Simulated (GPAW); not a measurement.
A run of GPAW 26.7.0 is set up as follows.

run.py

```python
from ase.calculators.mixing import SumCalculator
from ase.filters import FrechetCellFilter
from ase.io import read, write
from ase.optimize import LBFGS
from dftd3.ase import DFTD3
from gpaw import GPAW, PW, setup_paths

setup_paths.insert(0, '.')

atoms = read('Ge.xyz')

calc = GPAW(mode=PW(600),
            xc='BLYP',
            kpts={'size': (8, 8, 8), 'gamma': True},
            occupations={'name': 'fermi-dirac', 'width': 0.05},
            nbands=11,
            convergence={'density': 1e-05, 'forces': 0.0001},
            eigensolver='davidson',
            maxiter=150,
            txt='gpaw.txt')
atoms.calc = SumCalculator([calc, DFTD3(method='blyp', damping='d3bj')])
opt = LBFGS(FrechetCellFilter(atoms), trajectory='relax.traj', logfile='-')
done = opt.run(fmax=0.01, steps=60)
calc.write('gs.gpw')
write('result.traj', atoms)
print('Converged:', done)
print('Cell:', atoms.cell.cellpar().round(4))
print('Volume:', round(atoms.get_volume(), 4))
print(atoms.get_scaled_positions().round(5))
```

Contents of Ge.xyz:

```xyz
2
Lattice="0.0000000000 2.8289100000 2.8289100000 2.8289100000 0.0000000000 2.8289100000 2.8289100000 2.8289100000 0.0000000000" Properties=species:S:1:pos:R:3 pbc="T T T"
Ge     4.2433650000      4.2433650000      4.2433650000
Ge     2.8289100000      2.8289100000      2.8289100000
```

Potentials or basis: PAW data sets generated in the run's folder for this functional, pw.

The run is started by

```sh
$ gpaw-setup -f BLYP Ge
$ OMP_NUM_THREADS=1 python run.py
```

Estimate the relaxed volume.

23.53 Å³/atom.

What does it give for the band gap on the k mesh?

None (metal or under the smearing width).

Predict the dispersion energy per atom.

-0.657 eV.

Step by step:
| step | energy change (eV) | largest force (eV/Å) | pressure (GPa) | volume (Å³) |
| --- | --- | --- | --- | --- |
| 1 | 0.0000 | 0.0000 | 2.47 | 45.28 |
| 2 | -0.0047 | 0.0000 | 1.95 | 45.62 |
| 3 | -0.0132 | 0.0000 | 0.13 | 46.96 |
| 4 | -0.0133 | 0.0000 | 0.01 | 47.05 |

Caveat: later steps reuse the first step's grids; pairwise dispersion overbinds metals, which lowers pressure and volume; this crystal is a semiconductor, whose small gap the functional closes, so the metal is an error of the method.

The cell as given is a measured one (22.64 Å³/atom); BLYP+D3(BJ) puts the equilibrium volume +3.9 % from it, thermal expansion not counted.
